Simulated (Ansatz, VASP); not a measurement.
One calculation of Ru, two programs

```
CELL_PARAMETERS angstrom
-0.03334 1.98367 1.98367
1.98367 -0.03334 1.98367
1.98367 1.98367 -0.03334
ATOMIC_POSITIONS crystal
Ru 0.00000 0.00000 0.00000
```

Change from the starting cell: equal engineering shear yz, xz and xy -0.0175, equal normal strain along x, y and z +0.0500.

Alike in both runs: task single point; functional PBE; k mesh 20 × 20 × 20; occupations gaussian, width 0.15 eV; no spin polarisation.

```csv
,VASP,Ansatz
version,VASP 6.6.1,Ansatz 0.2.0
potentials or method,"VASP PAW PBE potentials, release 64 (Ru_pv)","scalar-relativistic, plane waves, PAW"
plane-wave cutoff (eV),520,420
valence electrons in the cell,14,16
```

VASP gave:

- gap on the k mesh at the Fermi level (eV): none
- pressure (GPa): -31.0
- largest component of the traceless stress (GPa): 2.41

Q: What did Ansatz give for the same quantities?

A: gap on the k mesh at the Fermi level (eV): none; pressure (GPa): -30.9; largest component of the traceless stress (GPa): 2.41.

A gap of «none» marks a metal or a gap that the smearing closes. The two sets of potentials don't hold the same shells in valence.

Caveats: the cell as given lies far from equilibrium; so large a pressure means that the cell lies far from this level's equilibrium, or that cutoff or potentials fall short (VASP).
